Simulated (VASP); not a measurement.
# Hf (P6_3/mmc) in VASP: notebook

Runs on Hf. Level: LDA. Tasks: relaxation of cell and atoms.

Program: VASP 6.6.1. These are calculated values, not measurements. Logs are shortened: lines on timing, memory, paths and dates and some standing lists are left out, and cuts for length are marked.

## 1. The structure

It takes space group P6_3/mmc (No. 194, hexagonal). Conventional cell: a = 2.924 Å, b = 2.924 Å, c = 4.700 Å, α = 90.00°, β = 90.00°, γ = 120.00°. Hf (site symmetry -6m2) has 12 Hf at 2.89 to 2.92 Å as nearest neighbours.

## 2. Relaxation of cell and atoms, LDA, target pressure 30 GPa, at which the enthalpy is minimised

Contents of INCAR:

```
PREC     = Accurate       # precision mode
ENCUT    = 350            # plane-wave cutoff, eV
EDIFF    = 1E-7           # SCF threshold, eV
ISMEAR   = 0              # smearing method
SIGMA    = 0.1            # smearing width, eV
LREAL    = F              # projectors in reciprocal space
LASPH    = T              # aspherical terms in the spheres
NELM     = 80             # most SCF steps
ALGO     = Normal         # electronic algorithm
ISIF     = 3              # what is computed and relaxed
LWAVE    = F              # write WAVECAR
LCHARG   = F              # write CHGCAR
IBRION   = 2              # ionic algorithm
NSW      = 80             # ionic steps
EDIFFG   = -0.002         # ionic threshold
PSTRESS  = 300.0
```

Contents of KPOINTS:

```
regular mesh
0
Gamma
  9 9 4
```

Contents of POSCAR:

```
Hf                                      
1.0
    2.9241501612     -0.0000000000      0.0000000000
   -1.4620750806      2.5323883333     -0.0000000000
   -0.0000000000     -0.0000000000      4.6999069492
  Hf            
     2
Direct
     0.3333333300000021    0.6666666699999979    0.2500000000000000
     0.6666666699999979    0.3333333300000021    0.7500000000000000
```

Potentials or basis: VASP PAW LDA potentials, release 64 (Hf_pv).

Run with:

```console
$ cat potpaw_LDA.64/Hf_pv/POTCAR > POTCAR
$ mpirun -np 1 vasp_std > vasp.out
```

OUTCAR:

```text
PREC = Accurate
   ENCUT = 350
   EDIFF = 1E-7
   ISMEAR = 0
   LREAL = F
   LASPH = T
   NELM = 80
   ISIF = 3
   IBRION = 2
   NSW = 80
   EDIFFG = -0.002
   PSTRESS = 300.0

 ion  position               nearest neighbor table
   1  0.333  0.667  0.250-   2 2.89   2 2.89   2 2.89   2 2.89   2 2.89   2 2.89
   2  0.667  0.333  0.750-   1 2.89   1 2.89   1 2.89   1 2.89   1 2.89   1 2.89

  LATTYP: Found a hexagonal cell.
 ALAT       =     2.9241501612
 C/A-ratio  =     1.6072727767

  Lattice vectors:

 A1 = (   2.9241501612,   0.0000000000,   0.0000000000)
 A2 = (  -1.4620750806,   2.5323883333,   0.0000000000)
 A3 = (   0.0000000000,   0.0000000000,   4.6999069492)

Analysis of symmetry for initial positions (statically):
=====================================================================
 Subroutine PRICEL returns:
 Original cell was already a primitive cell.

 Routine SETGRP: Setting up the symmetry group for a
 hexagonal supercell.

 Subroutine GETGRP returns: Found 24 space group operations
 (whereof 12 operations were pure point group operations)
 out of a pool of 24 trial point group operations.

The static configuration has the point symmetry D_3d.
 The point group associated with its full space group is D_6h.

Analysis of symmetry for dynamics (positions and initial velocities):
=====================================================================
 Subroutine PRICEL returns:
 Original cell was already a primitive cell.

 Routine SETGRP: Setting up the symmetry group for a
 hexagonal supercell.

 Subroutine GETGRP returns: Found 24 space group operations
 (whereof 12 operations were pure point group operations)
 out of a pool of 24 trial point group operations.

The dynamic configuration has the point symmetry D_3d.
 The point group associated with its full space group is D_6h.

 Subroutine INISYM returns: Found 24 space group operations
 (whereof 12 operations are pure point group operations),
 and found     1 'primitive' translations

----------------------------------------------------------------------------------------

                                     Primitive cell

  volume of cell :      34.8032

  direct lattice vectors                    reciprocal lattice vectors
     2.924150161  0.000000000  0.000000000     0.341979702  0.197442072  0.000000000
    -1.462075081  2.532388333  0.000000000     0.000000000  0.394884144  0.000000000
     0.000000000  0.000000000  4.699906949     0.000000000  0.000000000  0.212770170

  length of vectors
     2.924150161  2.924150169  4.699906949     0.394884145  0.394884144  0.212770170

  position of ions in fractional coordinates (direct lattice)
     0.333333330  0.666666670  0.250000000
     0.666666670  0.333333330  0.750000000

  ion indices of the primitive-cell ions
   primitive index   ion index
                 1           1
                 2           2

----------------------------------------------------------------------------------------

 KPOINTS: regular mesh

Automatic generation of k-mesh.
 Grid dimensions read from file:
 generate k-points for:    9    9    4

 Generating k-lattice:

  Cartesian coordinates                     Fractional coordinates (reciprocal lattice)
     0.037997745  0.021938008  0.000000000     0.111111111  0.000000000  0.000000000
     0.000000000  0.043876016  0.000000000     0.000000000  0.111111111  0.000000000
     0.000000000  0.000000000  0.053192542     0.000000000  0.000000000  0.250000000

  Length of vectors
     0.043876016  0.043876016  0.053192542

  Shift w.r.t. Gamma in fractional coordinates (k-lattice)
     0.000000000  0.000000000  0.000000000

 Subroutine IBZKPT returns following result:
 ===========================================

 Found     36 irreducible k-points:

 Following reciprocal coordinates:
            Coordinates               Weight
  0.000000  0.000000  0.000000      1.000000
  0.111111  0.000000  0.000000      6.000000
  0.222222  0.000000  0.000000      6.000000
  0.333333  0.000000  0.000000      6.000000
  0.444444  0.000000  0.000000      6.000000
  0.111111  0.111111  0.000000      6.000000
[... 16 lines left out ...]
  0.333333  0.222222  0.250000     24.000000
  0.333333  0.333333  0.250000      4.000000
 [... further k-points ...]
   k-points           NKPTS =     36   k-points in BZ     NKDIM =     36   number of bands    NBANDS=     14
   number of dos      NEDOS =    301   number of ions     NIONS =      2
   total plane-waves  NPLWV =   9720
   dimension x,y,z NGX =    18 NGY =   18 NGZ =   30
   dimension x,y,z NGXF=    36 NGYF=   36 NGZF=   60
   ions per type =               2
   NGX,Y,Z   is equivalent  to a cutoff of  10.23, 10.23, 10.61 a.u.
   NGXF,Y,Z  is equivalent  to a cutoff of  20.47, 20.47, 21.22 a.u.
 SYSTEM =  unknown system
   PREC   = accura    normal or accurate (medium, high low for compatibility)
   ISTART =      0    job   : 0-new  1-cont  2-samecut
   ICHARG =      2    charge: 1-file 2-atom 10-const
   ISPIN  =      1    spin polarized calculation?
   LNONCOLLINEAR =      F non collinear calculations
   LSORBIT =      F    spin-orbit coupling
   LASPH  =      T    aspherical Exc in radial PAW
   ENCUT  =  350.0 eV  25.72 Ry    5.07 a.u.   4.46  4.46  7.17*2*pi/ulx,y,z
   NELM   =     80;   NELMIN=  2; NELMDL= -5     # of ELM steps
   EDIFF  = 0.1E-06   stopping-criterion for ELM
   LREAL  =      F    real-space projection
   EDIFFG = -.2E-02   stopping-criterion for IOM
   NSW    =     80    number of steps for IOM
   IBRION =      2    ionic relax: 0-MD 1-quasi-New 2-CG
   NFREE  =      1    steps in history (QN), initial steepest desc. (CG)
   ISIF   =      3    stress and relaxation
   ISYM   =      2    0-nonsym 1-usesym 2-fastsym
   POTIM  = 0.5000    time-step for ionic-motion
   TEBEG  =    0.0;   TEEND  =   0.0 temperature during run
   PSTRESS=  300.0 pullay stress
   NELECT =      20.0000    total number of electrons
   NUPDOWN=      -1.0000    fix difference up-down
   EMIN   =  10.00;   EMAX   =-10.00  energy-range for DOS
   EFERMI =   0.00;   METHOD = LEGACY
   ISMEAR =     0;   SIGMA  =   0.10  broadening in eV -4-tet -1-fermi 0-gaus
   EFERMI_NEDOS =   21; number of points for ismear=-14 and -15
   IALGO  =     38    algorithm
   IMIX   =      4    mixing-type and parameters
     AMIX     =   0.40;   BMIX     =  1.00
     AMIX_MAG =   1.60;   BMIX_MAG =  1.00
  volume/ion in A,a.u.               =      17.40       117.43
  Fermi-wavevector in a.u.,A,eV,Ry     =   1.361064  2.572037 25.204713  1.852494
  Thomas-Fermi vector in A             =   2.487672
   LORBIT       =      0    0 simple, 1 ext, 2 COOP (PROOUT), +10 PAW based schemes
   GGA     = CA    functional components
   LHFCALC =     F    Hartree Fock is set to
   AEXX    =    0.0000 exact exchange contribution
   IVDW    =     0    specifies the selected vdW correction
   LEPSILON=     F    determine dielectric tensor
   LRPA    =     F    only Hartree local field effects (RPA)
 conjugate gradient relaxation of ions
 non-spin polarized calculation
 Gauss-broadening in eV      SIGMA  =   0.10
  energy-cutoff  :      350.00
  volume of cell :       34.80
 maximum number of plane-waves:       537
 NGX is ok and might be reduce to    18
   NGX =  9   NGY =  9   NGZ = 15

--------------------------------------- Ionic step        1  -------------------------------------------

 number of electron      19.9999994 magnetization

 Free energy of the ion-electron system (eV)
  ---------------------------------------------------
  ext. energy  EPLUGINS =         0.00000000
  ---------------------------------------------------
  free energy    TOTEN  =       -20.83694471 eV

  energy without entropy =      -20.82683697  energy(sigma->0) =      -20.83189084

------------------------ aborting loop because EDIFF is reached ----------------------------------------

  FORCE on cell =-STRESS in cart. coord.  units (eV):
  Direction    XX          YY          ZZ          XY          YZ          ZX
  --------------------------------------------------------------------------------------
  -------------------------------------------------------------------------------------
  Total        6.5337706      6.5337706      6.5291255      0.0000000     -0.0000000     -0.0000000
  in kB      300.7843448    300.7843470    300.5705085      0.0000000     -0.0000000     -0.0000000
  external PRESSURE =       0.7130668 kB  Pullay stress =     300.0000000 kB
[... 213 lines left out ...]
  enthalpy is  TOTEN    =       -14.3202151516 eV   P V=        6.5188926028

--------------------------------------- Ionic step        7  -------------------------------------------

 number of electron      19.9999994 magnetization

 Free energy of the ion-electron system (eV)
  ---------------------------------------------------
  ext. energy  EPLUGINS =         0.00000000
  ---------------------------------------------------
  free energy    TOTEN  =       -20.83921865 eV

  energy without entropy =      -20.82911629  energy(sigma->0) =      -20.83416747

 E-fermi :   6.7960     XC(G=0): -12.6652

 val. band max:        6.7884754012   @ k =   0.3333   0.2222   0.2500
 cond. band min:       6.8739516851   @ k =   0.3333   0.2222   0.5000
 fundamental gap:      0.0854762839
 Fermi energy:         6.7960395147

 k-point     1 :       0.0000    0.0000    0.0000
  band No.  band energies     occupation
      1     -24.3121      2.00000
      2     -22.6773      2.00000
      3     -22.6773      2.00000
      4     -22.4230      2.00000
      5     -22.4230      2.00000
      6     -22.4124      2.00000
      7      -1.3431      2.00000
      8       2.1278      2.00000
      9       7.8530      0.00000
     10       7.8530      0.00000
     11       8.0142      0.00000
     12       8.6322      0.00000
     13       8.9272      0.00000
     14       8.9272      0.00000
[... 375 lines left out ...]
 k-point    24 :       0.3333    0.3333    0.2500
  band No.  band energies     occupation
      1     -23.7616      2.00000
      2     -23.7616      2.00000
      3     -23.7116      2.00000
      4     -23.2858      2.00000
      5     -22.8924      2.00000
      6     -22.8924      2.00000
      7       3.9884      2.00000
      8       4.6733      2.00000
      9       4.6733      2.00000
     10       5.3242      2.00000
     11       6.9882      0.00658
     12       6.9882      0.00658
     13       9.1699      0.00000
     14      11.6186      0.00000

 [... further k-points ...]
[... 5 lines left out ...]
  --------------------------------------------------------------------------------------
  -------------------------------------------------------------------------------------
  Total        6.5225196      6.5225196      6.5176214      0.0000000      0.0000000      0.0000000
  in kB      300.1618083    300.1618107    299.9363993      0.0000000      0.0000000      0.0000000
  external PRESSURE =       0.0866728 kB  Pullay stress =     300.0000000 kB
[... 17 lines left out ...]
  FREE ENERGIE OF THE ION-ELECTRON SYSTEM (eV)
  ---------------------------------------------------
  free  energy   TOTEN  =       -20.8392186493 eV

  energy  without entropy=      -20.8291162926  energy(sigma->0) =      -20.83416747

  enthalpy is  TOTEN    =       -14.3202151714 eV   P V=        6.5190034779

 reached required accuracy - stopping structural energy minimisation
```

Wall time 13 s (1 thread of Intel Xeon 6975P-C (Granite Rapids), shared host); peak memory 0.12 GiB.

Results:

| Item | Value |
| --- | --- |
| Free energy | -20.8392 eV |
| Relaxed volume | 17.41 Å³/atom |
| Relaxed cell | a = 2.925 Å, b = 2.925 Å, c = 4.700 Å, α = 90.00°, β = 90.00°, γ = 120.00° |
| Space group after relaxing (to 0.05 Å) | P6_3/mmc (No. 194) |
| Energy change on relaxing (the enthalpy is what falls) | -1.1 meV/atom |
| Ionic steps | 7 |
| Pressure after relaxing | 30.0 GPa |
| Band gap on the k mesh | none (metal or under the smearing width) |

The path:
```tsv
step	energy change (eV)	largest force (eV/Å)	pressure (GPa)	volume (Å³)
1	0.0000	0.0000	30.07	34.80
2	-0.0073	0.0000	29.83	34.84
3	-0.0024	0.0000	30.00	34.82
4	-0.0023	0.0000	29.99	34.82
5	-0.0012	0.0000	30.03	34.81
6	-0.0022	0.0000	30.01	34.81
7	-0.0023	0.0000	30.01	34.82
```

Final structure:
```
Hf
1.0
     2.92452    0.00000    0.00000
    -1.46226    2.53271    0.00000
     0.00000    0.00000    4.70034
Hf
2
Direct
  0.33333 0.66667 0.25000
  0.66667 0.33333 0.75000
```

Caveat: the cell is relaxed towards a set pressure, so the enthalpy falls and the energy may rise.

## 3. Relaxation of cell and atoms, LDA, target pressure 75 GPa, at which the enthalpy is minimised

This run uses another cell than the first one, of 15.96 Å³/atom, 0.917 times its volume.

INCAR: that of step 2 with these lines changed.

```diff
@@ -15,2 +15,2 @@
 EDIFFG   = -0.002         # ionic threshold
-PSTRESS  = 300.0
+PSTRESS  = 750.0
```

KPOINTS is that of step 2.

Contents of POSCAR:

```
Hf                                      
1.0
    2.8226485586      0.0000000000      0.0000000000
   -1.4113242793      2.4444853621      0.0000000000
    0.0000000000      0.0000000000      4.6261135355
  Hf            
     2
Direct
     0.3333333300000021    0.6666666699999979    0.2500000000000000
     0.6666666699999979    0.3333333300000021    0.7500000000000000
```

Potentials or basis: VASP PAW LDA potentials, release 64 (Hf_pv).

Run with:

```console
$ cat potpaw_LDA.64/Hf_pv/POTCAR > POTCAR
$ mpirun -np 1 vasp_std > vasp.out
```

Wall time 21 s (1 thread of Intel Xeon 6975P-C (Granite Rapids), shared host); peak memory 0.12 GiB.

Results (log left out):

| Item | Value |
| --- | --- |
| Free energy | -19.1651 eV |
| Relaxed volume | 14.72 Å³/atom |
| Relaxed cell | a = 2.741 Å, b = 2.741 Å, c = 4.525 Å, α = 90.00°, β = 90.00°, γ = 120.00° |
| Space group after relaxing (to 0.05 Å) | P6_3/mmc (No. 194) |
| Energy change on relaxing (the enthalpy is what falls) | +478.3 meV/atom |
| Ionic steps | 9 |
| Pressure after relaxing | 75.0 GPa |
| Band gap on the k mesh | none (metal or under the smearing width) |

Step by step:
```csv
step,energy change (eV),largest force (eV/Å),pressure (GPa),volume (Å³)
1,0.0000,0.0000,49.99,31.92
2,7.6812,0.0000,238.42,21.74
3,0.8590,0.0000,72.62,29.66
4,0.9372,0.0000,74.59,29.49
5,0.9593,0.0000,75.14,29.44
6,0.9629,0.0000,75.17,29.43
7,0.9633,0.0000,75.17,29.43
8,0.9373,0.0000,74.52,29.48
9,0.9566,0.0000,74.99,29.44
```

Final structure:
```cif
data_structure
_symmetry_space_group_name_H-M 'P 1'
_symmetry_Int_Tables_number 1
_cell_length_a 2.7409
_cell_length_b 2.7409
_cell_length_c 4.5255
_cell_angle_alpha 90.000
_cell_angle_beta 90.000
_cell_angle_gamma 120.000
_cell_volume 29.44
loop_
_atom_site_label
_atom_site_type_symbol
_atom_site_fract_x
_atom_site_fract_y
_atom_site_fract_z
_atom_site_occupancy
Hf1 Hf 0.33333 0.66667 0.25000 1
Hf2 Hf 0.66667 0.33333 0.75000 1
```

Levels at points of the mesh, in eV from the Fermi level:
| k point | band 8 | band 9 | band 10 | band 11 | band 12 | band 13 |
| --- | --- | --- | --- | --- | --- | --- |
| (0.00, 0.00, 0.00) | -5.22 | 0.84 | 1.13 | 1.13 | 2.35 | 2.35 |
| (0.00, 0.00, 0.50) | -5.72 | -0.12 | -0.12 | 1.08 | 1.08 | 1.08 |

Caveat: the cell is relaxed towards a set pressure, so the enthalpy falls and the energy may rise.

## 4. Relaxation of cell and atoms, LDA, target pressure 75 GPa, at which the enthalpy is minimised

This run uses another cell than the first one, of 14.72 Å³/atom, 0.846 times its volume.

INCAR is that of step 3.

KPOINTS is that of step 3.

Contents of POSCAR:

```
Hf                                      
1.0
    2.7409075643      0.0000000000     -0.0000000000
   -1.3704537821      2.3736955888     -0.0000000000
    0.0000000000      0.0000000000      4.5254717443
  Hf            
     2
Direct
     0.3333333300000021    0.6666666699999979    0.2500000000000000
     0.6666666699999979    0.3333333300000021    0.7500000000000000
```

Run with:

```console
$ cat potpaw_LDA.64/Hf_pv/POTCAR > POTCAR
$ mpirun -np 1 vasp_std > vasp.out
```

It took 8.4 s on 1 thread of Intel Xeon 6975P-C (Granite Rapids), shared host; peak memory 0.12 GiB.

The run converged. Its results:

- Free energy: -19.1595 eV
- Relaxed volume: 14.72 Å³/atom
- Relaxed cell: a = 2.741 Å, b = 2.741 Å, c = 4.525 Å, α = 90.00°, β = 90.00°, γ = 120.00°
- Space group after relaxing (to 0.05 Å): P6_3/mmc (No. 194)
- Energy change on relaxing (the enthalpy is what falls): +1.0 meV/atom
- Ionic steps: 3
- Pressure after relaxing: 75.0 GPa
- Band gap on the k mesh: none (metal or under the smearing width)

Step by step:
| step | energy change (eV) | largest force (eV/Å) | pressure (GPa) | volume (Å³) |
| --- | --- | --- | --- | --- |
| 1 | 0.0000 | 0.0000 | 74.95 | 29.44 |
| 2 | 0.0100 | 0.0000 | 75.20 | 29.42 |
| 3 | 0.0020 | 0.0000 | 75.00 | 29.44 |

Final structure:
```yaml
crystal:
  lattice:
    - [2.74077, 0.00000, 0.00000]
    - [-1.37039, 2.37358, 0.00000]
    - [0.00000, 0.00000, 4.52527]
  atoms:
    - { symbol: Hf, position: [0.33333, 0.66667, 0.25000] }
    - { symbol: Hf, position: [0.66667, 0.33333, 0.75000] }
```

Levels at points of the mesh, in eV from the Fermi level:
```tsv
k point	band 6	band 7	band 8	band 9	band 10	band 11	band 12	band 13	band 14
(0.00, 0.00, 0.00)	-28.48	-8.36	-5.22	0.84	1.13	1.13	2.35	2.35	2.94
(0.00, 0.00, 0.50)	-28.66	-5.72	-5.72	-0.12	-0.12	1.08	1.08	1.08	1.08
```

Caveat: the cell is relaxed towards a set pressure, so the enthalpy falls and the energy may rise. Spin-orbit coupling is left out, which matters for the levels of Hf.
